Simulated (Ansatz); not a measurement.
Ansatz input

```yaml
crystal:
  lattice:
    - [0.0, 2.9544324207, 2.9544324207]
    - [2.9544324207, 0.0, 2.9544324207]
    - [2.9544324207, 2.9544324207, 0.0]
  atoms:
    - { symbol: W, position: [0.125, 0.125, 0.125] }
    - { symbol: W, position: [0.875, 0.875, 0.875] }
hamiltonian:
  xc: pbe
  pseudopotentials:
    kind: paw
    azcp:
      W: "pseudopotentials/W.paw.azcp"
basis:
  ecutwfc: 420
  fft_grid_basis: typed
kpoints:
  mp_grid: { grid: [11, 11, 11], shift: [0, 0, 0] }
magnetization:
  spin_polarized: false
scf:
  occupations: { method: fermi_dirac, width: 0.1 }
  lower_state_search: "off"
output:
  stress: true
```

Terminal output

```
Engine: ansatz 0.2.0, x86_64-unknown-linux-gnu
Pseudopotentials: kind: paw
Pseudopotential: W, paw, valence charge 14, recommended cutoff 420 eV (normal) 
Functional definition: PBE
  parameter kappa = 0.804
  parameter beta = 0.06672455060314922
  exchange = pbe_x(kappa = kappa, mu = beta*pi^2/3)
  correlation = pbe_c(beta = beta)
Crystal: 2 atoms, lattice volume = 51.577 Å³
Basis set: ecut = 420 eV, 965 PW (Γ)
Bands: 18, of which v1, the nominal top of the filled ones, is band 14 counted from 1 (13 counted from 0)
Symmetry: 48 space group operations
Space group: Fd-3m (ITA 227), of the structure as read, at distance tolerance 3.7e-5 Å
k-points: 56 of 1331
Non-local potential: W, projectors of the file, l = 0: 3, l = 1: 2, l = 2: 2, l = 3: 1
PAW form: soft (Blöchl's): semilocal exchange-correlation on the pseudo side does not see the compensation charge
PAW one-centre angular grid: W, 590 points (default); XC on 64 Gauss nodes
Initial density: superposition of atomic densities (neutral atoms: chi_scale 0, normalization atom), corrected by the library's trained network
Initial wavefunctions: pseudopotential atomic-orbital guess
Functional: x = pbe(κ = 0.804, μ = 0.2195149727645171), c = pbe(β = 0.06672455060314922)
SCF iter   1: F=—  HF=-20764.358255 eV  |F-HF|=—  |Δ(HF+E_count)|=         —  Δρ=4.65e-3  dr2=5.55e-3  ethr=1.77e-3  ⟨swp⟩=5.0  Hψ=4773  notcnv=0
SCF iter   2: F=—  HF=-20764.358396 eV  |F-HF|=—  |Δ(HF+E_count)|=   1.41e-4  Δρ=2.69e-3  dr2=2.22e-3  ethr=1.98e-5  ⟨swp⟩=1.2  Hψ=1539  notcnv=0
SCF iter   3: F=—  HF=-20764.358533 eV  |F-HF|=—  |Δ(HF+E_count)|=   1.37e-4  Δρ=2.92e-4  dr2=5.75e-5  ethr=7.95e-6  ⟨swp⟩=2.2  Hψ=1282  notcnv=0
SCF iter   4: F=—  HF=-20764.358546 eV  |F-HF|=—  |Δ(HF+E_count)|=   1.31e-5  Δρ=6.99e-5  dr2=2.59e-6  ethr=2.05e-7  ⟨swp⟩=2.0  Hψ=1355  notcnv=0
SCF iter   5: F=—  HF=-20764.358547 eV  |F-HF|=—  |Δ(HF+E_count)|=   1.16e-6  Δρ=1.73e-5  dr2=2.01e-7  ethr=9.24e-9  ⟨swp⟩=2.0  Hψ=1342  notcnv=0
SCF iter   6: F=-20764.358547 eV  HF=-20764.358547 eV  |F-HF|=1.84e-8  |Δ(HF+E_count)|=   1.62e-7  Δρ=5.31e-6  dr2=1.49e-8  ethr=3.57e-10  ⟨swp⟩=4.4  Hψ=3223  notcnv=0
SCF 1 converged in 6 iterations: F = -20764.358547 eV  dr2 = 1.49e-8
SCF converged after 6 iterations
Free energy (F): -20764.358547 eV
Harris-Foulkes:  -20764.358547 eV  (|F-HF|=1.84e-8)
Internal energy: -20764.261762 eV  (E = F + TS)
E sigma→0 (E₀):  -20764.310155 eV
Entropy (-TS):   -0.096785 eV (-48.393 meV/atom)
Fermi energy:    11.727209 eV
--- Per-component energies (eV) ---
  E_band       = -431.239654
  E_kinetic    = 890.125778
  E_local      = -2264.865437  (includes V_loc(G=0)·N_el)
  E_nonlocal   = 10.208003
  E_hartree    = 826.021044
  E_xc         = -526.716632
  E_vxc        = -468.271842  (∫ρ·V_xc dr)
  E_paw        = -17126.065655  (= ΣΔE_a)
  E_vpaw       = -250.476926  (= ΣTr[D̂ρ^β])
  E_aug_tail   = -0.000129  (compensation charges beyond the density's cutoff)
  E_ewald      = -2572.968734
  E_smearing   = -0.096785  (= −TS)
  E_closure    = 0.000000  (closes the sum)
  Σ components = -20764.358547   (vs F -20764.358547, Δ=0.00e0)
--- Stress (GPa, compression-positive) ---
       -4.390165       0.000000      -0.000000
        0.000000      -4.390165      -0.000000
        0.000000       0.000000      -4.390165
  P = ⅓ Tr σ = -4.3902 GPa (-43.902 kbar)
```

Command:

```sh
ansatz run input.yaml --threads 1 --pin off --max-ram 3584MiB --backend cpu --events-out ev --progress --plain --runs-dir out
```

On 1 thread of Intel(R) Xeon(R) Platinum 8259CL CPU @ 2.50GHz (Skylake/Cascade Lake) (shared host) this took about 3.5 s of wall time and 3.2 s of CPU time.
